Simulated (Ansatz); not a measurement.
Runs of Ansatz 0.2.0 on Hf. It takes space group Im-3m (No. 229, cubic). Conventional cell: a = 3.610 Å, b = 3.610 Å, c = 3.610 Å, α = 90.00°, β = 90.00°, γ = 90.00°. Around Hf (site symmetry m-3m) lie 8 Hf at 3.13 Å. This isn't the form of Hf at room conditions, which is hcp.

```csv
task,level,potentials or basis,spin,cell,k mesh,cutoff (eV),smearing,driver,other keys,gap on the mesh (eV),pressure (GPa)
single point,PBEsol,PseudoDojo standard,"non-collinear, ferromagnetic start",as given,10 × 10 × 10,789,fermi-dirac 0.01 eV,calculator,-,-,-8.7
electron localisation function,PBEsol+D4,PseudoDojo PBEsol,off,cell strained at random at fixed volume,8 × 8 × 8,789,tetrahedron,chain,-,none,-9.5
projected density of states,PBEsol+D3(BJ),Ansatz PAW,off,as given,10 × 10 × 10,420,cold 0.025 eV,chain,-,none,(a)
electrostatic potential,HISS,Ansatz PAW polarizable,off,as given,8 × 8 × 8,420,fermi-dirac 0.1 eV,-,-,none,-1.0
projected density of states,RPBE+D3(BJ),Ansatz PAW,"SOC, no magnetisation",cell strained at random at fixed volume,12 × 12 × 12,420,tetrahedron uncorrected,-,scf.occupations.width = left out; …,none,-28.6
```

Question: Fill in the values left out.

Answer: (a) -12.4.

Caveats: pairwise dispersion overbinds metals, which lowers pressure and volume (some runs); the thresholds are loose for stress (some runs); the PAW data sets come from PBE, with cores solved anew for the run's functional, which leaves a small shift of forces and pressure (some runs); the starting moments weren't kept (some runs); with tetrahedron occupations forces and stress needn't match the slope of the energy (some runs).

A k mesh can miss the band edges, and rows without SOC leave out spin-orbit coupling on Hf.

A gap of «none» marks a metal or a gap under the smearing width.

The runs don't all hold the same shells in valence.

Runs at the PBE level aren't shown here.
